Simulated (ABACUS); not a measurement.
# Au: equation of state with PBE

The system is Au.

```
CELL_PARAMETERS angstrom
0.00000 2.03500 2.03500
2.03500 0.00000 2.03500
2.03500 2.03500 0.00000
ATOMIC_POSITIONS crystal
Au 0.00000 0.00000 0.00000
```

| Quantity | Value |
| --- | --- |
| Program | ABACUS 3.10.1 |
| Task | equation of state |
| Functional | PBE |
| Potentials or basis | PseudoDojo NC SR 0.4.1 PBE standard |
| Cutoff | 1034 eV |
| Density cutoff | 4136 eV |
| Basis | plane waves |
| k mesh | 11 × 11 × 11 |
| Occupations | fermi-dirac, width 0.05 eV |
| Spin | no spin polarisation |

| Quantity | Value |
| --- | --- |
| Equilibrium volume | 17.91 Å³/atom (rough: see the caveat) |
| Bulk modulus | 143 GPa (rough) |

Energy against volume, from the lowest point:
| volume (Å³/atom) | energy (meV/atom) |
| --- | --- |
| 15.843 | 140.36 |
| 16.181 | 93.81 |
| 16.518 | 58.09 |
| 16.855 | 31.91 |
| 17.192 | 14.16 |
| 17.529 | 3.81 |
| 17.866 | 0.00 |

All runs of the series together: 37 s on 4 threads of Intel(R) Xeon(R) Platinum 8488C (Sapphire Rapids), on a shared host.

Caveat: the minimum lies outside the volumes run. The run has no spin-orbit coupling, so splittings on Au are missing.
